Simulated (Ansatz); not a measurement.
Pressure against volume: Sr

```cif
data_structure
_symmetry_space_group_name_H-M 'P 1'
_symmetry_Int_Tables_number 1
_cell_length_a 6.8011
_cell_length_b 6.8011
_cell_length_c 6.8011
_cell_angle_alpha 60.000
_cell_angle_beta 60.000
_cell_angle_gamma 60.000
_cell_volume 222.45
loop_
_atom_site_label
_atom_site_type_symbol
_atom_site_fract_x
_atom_site_fract_y
_atom_site_fract_z
_atom_site_occupancy
Sr1 Sr 0.00000 0.00000 0.00000 1
Sr2 Sr 0.25000 0.25000 0.25000 1
```

The runs use the primitive cell with vectors (0.000, 4.809, 4.809), (4.809, 0.000, 4.809), (4.809, 4.809, 0.000) Å, to which the k mesh refers.

The structure comes from a relaxation in the same program, started in the diamond type, and has space group Fd-3m. Whether it is a known phase or the ground state wasn't checked.

Methods: DFT, PBE, all-electron LAPW, scalar-relativistic (Ansatz 0.2.0); DFT, PBE, PAW with Ansatz's default frozen-core files, scalar-relativistic (Ansatz 0.2.0).

For LAPW: a Γ-centred 11×11×11 k mesh, Fermi–Dirac smearing of 0.08 eV, basis error target 0.25 meV/atom, no spin polarisation. PAW takes a cutoff of 420 eV at this cell. The Ansatz runs share mesh, smearing and spin set-up. Plane-wave (PAW) pressures include the program's estimate of the Pulay term.

The cell above is scaled evenly, with fractional coordinates and shape held.

```tsv
V/V(cell)	V (Å³/atom)	P, LAPW (GPa)	P, PAW (GPa)	free energy over the lowest listed, PAW (meV/atom)
0.9600	106.775	0.12	0.12	1.7
0.9800	108.999	0.06	0.06	0.5
1.0000	111.224	0.01	0.01	0.0
1.0200	113.448	-0.05	-0.05	0.3
1.0400	115.673	-0.09	-0.09	1.3
```

Problem. What do Birch–Murnaghan fits to the pressures give?

Solution. LAPW: V0 = 111.46 Å³/atom, B0 = 3 GPa, B0′ = 2.8; PAW: V0 = 111.46 Å³/atom, B0 = 3 GPa, B0′ = 2.8.

PAW's V0 lies 0.00 % from the all-electron value and its B0 0.0 %. Symmetry fixes shape and coordinates here, so this is the relaxed modulus.
